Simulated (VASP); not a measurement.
# GaN in VASP: further runs, part 3 of 3

VASP 6.6.1. The steps go on from the part before.

### 4 Single point, PBEsol

The input, INCAR:

```
SYSTEM = GaN
PREC     = Accurate       ! precision mode
ENCUT    = 520            ! plane-wave cutoff, eV
EDIFF    = 1E-6           ! SCF threshold, eV
ISMEAR   = 0              ! smearing method
SIGMA    = 0.03           ! smearing width, eV
LREAL    = .False.        ! projectors in reciprocal space
LASPH    = .True.         ! aspherical terms in the spheres
NELM     = 80             ! most SCF steps
ALGO     = Normal         ! electronic algorithm
ISIF     = 2              ! what is computed and relaxed
LWAVE    = .False.        ! write WAVECAR
LCHARG   = .False.        ! write CHGCAR
LDIPOL   = .True.       
IDIPOL   = 3            
DIPOL    = 0.5 0.5 0.500
GGA      = PS             ! functional
LVHAR    = .True.       
LVACPOTAV= .True.       
ICORELEVEL= 1
```

The input, KPOINTS:

```
regular mesh
0
Gamma
  8 5 1
  0 0 0
```

The input, POSCAR:

```
GaN                                     
1.0
    3.1802300300      0.0000000000      0.0000000000
    0.0000000000      5.1832170000      0.0000000000
    0.0000000000      0.0000000000     26.9346950700
  Ga              N             
    10    10
Direct
     0.9999994900000004    0.9720597487039927    0.2886576284358794
     0.5000004899999979    0.5074485320883898    0.3086374563065050
     0.4999994799999996    0.9993655418899632    0.3822338031270330
     0.0000004799999971    0.5052498039471779    0.4139452084966240
     0.9999994699999988    0.0028547895166368    0.4833996846460650
     0.5000004700000034    0.5028547895166370    0.5166003153539347
     0.4999994599999980    0.0052498039471780    0.5860547915033761
     0.0000004600000025    0.4993655418899632    0.6177661968729671
     0.9999994599999980    0.0074485320883898    0.6913625436934948
     0.5000004500000017    0.4720597487039927    0.7113423715641206
     0.9999994900000004    0.6267528810135384    0.2788987382057080
     0.5000004899999979    0.1322119912334915    0.3117208211834134
     0.4999994799999996    0.6252240031090509    0.3804016842600159
     0.0000004799999971    0.1273902575478540    0.4147251000498345
     0.9999994699999988    0.6264424509499051    0.4828664426225461
     0.5000004700000034    0.1264424509499047    0.5171335573774538
     0.4999994599999980    0.6273902575478538    0.5852748999501657
     0.0000004600000025    0.1252240031090508    0.6195983157399839
     0.9999994599999980    0.6322119912334915    0.6882791788165867
     0.5000004500000017    0.1267528810135385    0.7211012617942920
```

Potentials or basis: VASP PAW PBE potentials, release 64 (Ga_d, N).

The run is started by

```bash
$ cat potpaw_PBE.64/Ga_d/POTCAR potpaw_PBE.64/N/POTCAR > POTCAR
$ mpirun -np 8 vasp_std > vasp.out
```

OUTCAR:

```text
SYSTEM = GaN
   PREC = Accurate
   ENCUT = 520
   EDIFF = 1E-6
   ISMEAR = 0
   LREAL = .False.
   LASPH = .True.
   NELM = 80
   ISIF = 2
   GGA = PS

 ion  position               nearest neighbor table
   1  1.000  0.972  0.289-  11 1.81  12 1.90  12 1.90
   2  0.500  0.507  0.309-  11 1.88  11 1.88  12 1.95  13 2.03
   3  0.500  0.999  0.382-  14 1.93  14 1.93  13 1.94  12 2.02
   4  0.000  0.505  0.414-  13 1.93  13 1.93  14 1.96  15 1.96
   5  1.000  0.003  0.483-  16 1.94  16 1.94  15 1.95  14 1.96
   6  0.500  0.503  0.517-  15 1.94  15 1.94  16 1.95  17 1.96
   7  0.500  0.005  0.586-  18 1.93  18 1.93  17 1.96  16 1.96
   8  0.000  0.499  0.618-  17 1.93  17 1.93  18 1.94  19 2.02
   9  1.000  0.007  0.691-  20 1.88  20 1.88  19 1.95  18 2.03
  10  0.500  0.472  0.711-  20 1.81  19 1.90  19 1.90
  11  1.000  0.627  0.279-   1 1.81   2 1.88   2 1.88
  12  0.500  0.132  0.312-   1 1.90   1 1.90   2 1.95   3 2.02
  13  0.500  0.625  0.380-   4 1.93   4 1.93   3 1.94   2 2.03
  14  0.000  0.127  0.415-   3 1.93   3 1.93   4 1.96   5 1.96
  15  1.000  0.626  0.483-   6 1.94   6 1.94   5 1.95   4 1.96
  16  0.500  0.126  0.517-   5 1.94   5 1.94   6 1.95   7 1.96
  17  0.500  0.627  0.585-   8 1.93   8 1.93   7 1.96   6 1.96
  18  0.000  0.125  0.620-   7 1.93   7 1.93   8 1.94   9 2.03
  19  1.000  0.632  0.688-  10 1.90  10 1.90   9 1.95   8 2.02
  20  0.500  0.127  0.721-  10 1.81   9 1.88   9 1.88

  LATTYP: Found a simple orthorhombic cell.
 ALAT       =     3.1802300300
 B/A-ratio  =     1.6298245571
 C/A-ratio  =     8.4694172484

  Lattice vectors:

 A1 = (   3.1802300300,   0.0000000000,   0.0000000000)
 A2 = (   0.0000000000,   5.1832170000,   0.0000000000)
 A3 = (   0.0000000000,   0.0000000000,  26.9346950700)

Analysis of symmetry for initial positions (statically):
=====================================================================
 Subroutine PRICEL returns:
 Original cell was already a primitive cell.

 Routine SETGRP: Setting up the symmetry group for a
 simple orthorhombic supercell.

 Subroutine GETGRP returns: Found  4 space group operations
 (whereof  2 operations were pure point group operations)
 out of a pool of  8 trial point group operations.

The static configuration has the point symmetry C_1h.
 The point group associated with its full space group is C_2v.

Analysis of symmetry for dynamics (positions and initial velocities):
=====================================================================
 Subroutine PRICEL returns:
 Original cell was already a primitive cell.

 Routine SETGRP: Setting up the symmetry group for a
 simple orthorhombic supercell.

 Subroutine GETGRP returns: Found  4 space group operations
 (whereof  2 operations were pure point group operations)
 out of a pool of  8 trial point group operations.

The dynamic configuration has the point symmetry C_1h.
 The point group associated with its full space group is C_2v.

 Subroutine INISYM returns: Found  4 space group operations
 (whereof  2 operations are pure point group operations),
 and found     1 'primitive' translations

----------------------------------------------------------------------------------------

                                     Primitive cell

  volume of cell :     443.9867

  direct lattice vectors                    reciprocal lattice vectors
[... 98 lines left out ...]
   dimension x,y,z NGX =    24 NGY =   40 NGZ =  200
   dimension x,y,z NGXF=    48 NGYF=   80 NGZF=  400
   ions per type =              10  10
   NGX,Y,Z   is equivalent  to a cutoff of  12.55, 12.83, 12.34 a.u.
   NGXF,Y,Z  is equivalent  to a cutoff of  25.09, 25.66, 24.69 a.u.
 SYSTEM =  GaN
   PREC   = accura    normal or accurate (medium, high low for compatibility)
   ISTART =      0    job   : 0-new  1-cont  2-samecut
   ICHARG =      2    charge: 1-file 2-atom 10-const
   ISPIN  =      1    spin polarized calculation?
   LNONCOLLINEAR =      F non collinear calculations
   LSORBIT =      F    spin-orbit coupling
   LASPH  =      T    aspherical Exc in radial PAW
   ENCUT  =  520.0 eV  38.22 Ry    6.18 a.u.   5.91  9.64 50.08*2*pi/ulx,y,z
   NELM   =     80;   NELMIN=  2; NELMDL= -5     # of ELM steps
   EDIFF  = 0.1E-05   stopping-criterion for ELM
   LREAL  =      F    real-space projection
[... 7 lines left out ...]
   TEBEG  =    0.0;   TEEND  =   0.0 temperature during run
   PSTRESS=    0.0 pullay stress
   NELECT =     180.0000    total number of electrons
   NUPDOWN=      -1.0000    fix difference up-down
   EMIN   =  10.00;   EMAX   =-10.00  energy-range for DOS
   EFERMI =   0.00;   METHOD = LEGACY
   ISMEAR =     0;   SIGMA  =   0.03  broadening in eV -4-tet -1-fermi 0-gaus
   EFERMI_NEDOS =   21; number of points for ismear=-14 and -15
   IALGO  =     38    algorithm
   IMIX   =      4    mixing-type and parameters
     AMIX     =   0.40;   BMIX     =  1.00
     AMIX_MAG =   1.60;   BMIX_MAG =  1.00
  volume/ion in A,a.u.               =      22.20       149.81
  Fermi-wavevector in a.u.,A,eV,Ry     =   1.211646  2.289678 19.974515  1.468085
  Thomas-Fermi vector in A             =   2.347155
   LORBIT       =      0    0 simple, 1 ext, 2 COOP (PROOUT), +10 PAW based schemes
   GGA     = PS    functional components
   LHFCALC =     F    Hartree Fock is set to
   AEXX    =    0.0000 exact exchange contribution
   IVDW    =     0    specifies the selected vdW correction
   LEPSILON=     F    determine dielectric tensor
   LRPA    =     F    only Hartree local field effects (RPA)
 non-spin polarized calculation
 Gauss-broadening in eV      SIGMA  =   0.03
  energy-cutoff  :      520.00
  volume of cell :      443.99
 maximum number of plane-waves:     12020
 NGX is ok and might be reduce to    24
   NGX = 11   NGY = 19   NGZ =101

 number of electron     179.9999948 magnetization

 dipolmoment           0.000000      0.000000     -0.000000 electrons x Angstroem

 Free energy of the ion-electron system (eV)
  ---------------------------------------------------
  ext. energy  EPLUGINS =         0.00000000
  ---------------------------------------------------
  free energy    TOTEN  =      -127.66564629 eV

  energy without entropy =     -127.66564629  energy(sigma->0) =     -127.66564629

 the core state eigenenergies are
   1-  1s -10223.0919  2s  -1256.5332  2p  -1092.9891  3s   -142.6941  3p    -93.4348

   2-  1s -10222.0531  2s  -1255.4724  2p  -1091.9284  3s   -141.7097  3p    -92.4535

   3-  1s -10222.8041  2s  -1256.2129  2p  -1092.6706  3s   -142.4196  3p    -93.1617
[... 15 lines left out ...]
  11-  1s   -375.0082
  12-  1s   -376.2483
  13-  1s   -375.6167
  14-  1s   -375.9278
  15-  1s   -375.8010
  16-  1s   -375.8010
  17-  1s   -375.9278
  18-  1s   -375.6167
  19-  1s   -376.2483
  20-  1s   -375.0082

 E-fermi :   0.0494     XC(G=0):  -6.5956

 val. band max:       -0.0983799981   @ k =   0.0000   0.0000   0.0000
 cond. band min:       1.5356354840   @ k =   0.0000   0.0000   0.0000
 fundamental gap:      1.6340154821
 Fermi energy:         0.0493728373

 k-point     1 :       0.0000    0.0000    0.0000
  band No.  band energies     occupation
      1     -16.2206      2.00000
      2     -16.1072      2.00000
      3     -15.8651      2.00000
      4     -15.5851      2.00000
      5     -15.3459      2.00000
      6     -15.2188      2.00000
[... 1564 lines left out ...]
    101       6.0816      0.00000
    102       6.0816      0.00000
 [bands above 102 left out]

------------------------ aborting loop because EDIFF is reached ----------------------------------------

  FORCE on cell =-STRESS in cart. coord.  units (eV):
  Direction    XX          YY          ZZ          XY          YZ          ZX
  --------------------------------------------------------------------------------------
  -------------------------------------------------------------------------------------
  Total        3.7190981      2.5116669     -0.2604215      0.0000000      0.0000000      0.0000000
  in kB       13.4207947      9.0636398     -0.9397610      0.0000000      0.0000000      0.0000000
  external PRESSURE =       7.1815578 kB  Pullay stress =       0.0000000 kB

 VOLUME and BASIS-vectors are now :
 -----------------------------------------------------------------------------
  energy-cutoff  :      520.00
  volume of cell :      443.99
      direct lattice vectors                 reciprocal lattice vectors
     3.180230030  0.000000000  0.000000000     0.314442663  0.000000000  0.000000000
     0.000000000  5.183217000  0.000000000     0.000000000  0.192930375  0.000000000
     0.000000000  0.000000000 26.934695070     0.000000000  0.000000000  0.037126836

 POSITION                                       TOTAL-FORCE (eV/Angst)
 -----------------------------------------------------------------------------------
      3.18023      5.03840      7.77491         0.000000      0.010358     -0.009559
      1.59012      2.63022      8.31306         0.000000      0.004367     -0.001912
      1.59011      5.17993     10.29535         0.000000      0.007214      0.004740
      0.00000      2.61882     11.14949         0.000000      0.006583      0.003557
      3.18023      0.01480     13.02022         0.000000     -0.000007     -0.005193
      1.59012      2.60641     13.91447         0.000000     -0.000007      0.005193
[... 12 lines left out ...]
      3.18023      3.27689     18.53859         0.000000     -0.018711     -0.003986
      1.59012      0.65699     19.42264         0.000000     -0.009948      0.000799
 -----------------------------------------------------------------------------------
    total drift:                               -0.000087      0.000078      0.003193

  FREE ENERGIE OF THE ION-ELECTRON SYSTEM (eV)
  ---------------------------------------------------
  free  energy   TOTEN  =      -127.6656462950 eV

  energy  without entropy=     -127.6656462950  energy(sigma->0) =     -127.66564629

 vacuum level on the upper side and lower side of the slab         5.654         5.654
```

Wall time 7.6 min (8 MPI ranks of AMD EPYC 7R43 (Zen 3), shared host); peak memory 0.23 GiB.

Results:

```yaml
Free_energy: -127.6656 eV
Largest_force: 0.019 eV/Å
Band_gap_on_the_k_mesh: 1.63 eV, direct
Ionisation_potential_of_the_upper_face: 5.75 eV
```

Forces on the atoms (eV/Å):
```
Ga   0.000  0.010 -0.010
Ga   0.000  0.004 -0.002
Ga   0.000  0.007  0.005
Ga   0.000  0.007  0.004
Ga   0.000  0.000 -0.005
Ga   0.000  0.000  0.005
Ga   0.000  0.007 -0.004
Ga   0.000  0.007 -0.005
Ga   0.000  0.004  0.002
Ga   0.000  0.010  0.010
N    0.000 -0.010 -0.001
N    0.000 -0.019  0.004
N    0.000 -0.001  0.013
N    0.000  0.001  0.014
N    0.000  0.001  0.017
N    0.000  0.001 -0.017
N    0.000  0.001 -0.014
N    0.000 -0.001 -0.013
N    0.000 -0.019 -0.004
N    0.000 -0.010  0.001
```

Core levels (eV, on the scale of the bands):
```
atom                                                    levels
1 Ga  1s -10223.1, 2s -1256.5, 2p -1093.0, 3s -142.7, 3p -93.4
2 Ga  1s -10222.1, 2s -1255.5, 2p -1091.9, 3s -141.7, 3p -92.5
3 Ga  1s -10222.8, 2s -1256.2, 2p -1092.7, 3s -142.4, 3p -93.2
4 Ga  1s -10222.5, 2s -1255.9, 2p -1092.3, 3s -142.1, 3p -92.8
5 Ga  1s -10222.6, 2s -1256.0, 2p -1092.5, 3s -142.2, 3p -93.0
6 Ga  1s -10222.6, 2s -1256.0, 2p -1092.5, 3s -142.2, 3p -93.0
```

Caveat: the PAW data sets were made with another functional, which shifts forces and pressure a little.
